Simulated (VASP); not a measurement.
H6C3F4, 39 atoms in the cell. The cell holds a amorphous, 39 atoms: a = 8.937 Å, b = 8.937 Å, c = 8.937 Å, α = 90.00°, β = 90.00°, γ = 90.00°. The cell was built by a generator and needn't be a form met in nature.

```yaml
Program: VASP 6.6.1
Task: single point
Functional: PBE
Dispersion: D3(BJ)
Potentials_or_basis: VASP PAW PBE potentials, release 64 (C, H, F)
Cutoff: 520 eV
k_mesh: 1 × 1 × 1
Occupations: fermi-dirac, width 0.02 eV
Spin: no spin polarisation
Dipole_correction: no
Further_INCAR_settings: LREAL = Auto; ALGO = Normal; EDIFF = 1e-06; NBANDS = 94
```

Potentials or basis: VASP PAW PBE potentials, release 64 (C, H, F).

Command:

```bash
$ cat potpaw_PBE.64/C/POTCAR potpaw_PBE.64/H/POTCAR potpaw_PBE.64/F/POTCAR > POTCAR
$ mpirun -np 1 vasp_gam > vasp.out
```

Hardware: 1 thread of Intel(R) Xeon(R) Platinum 8375C CPU @ 2.90GHz (Ice Lake), on a shared host.

Estimate the wall time of this run.

Run time: 4.3 min on 1 thread of Intel(R) Xeon(R) Platinum 8375C CPU @ 2.90GHz (Ice Lake) (shared host), peak memory 0.63 GiB. Counts: scf iterations 20, k points 1.
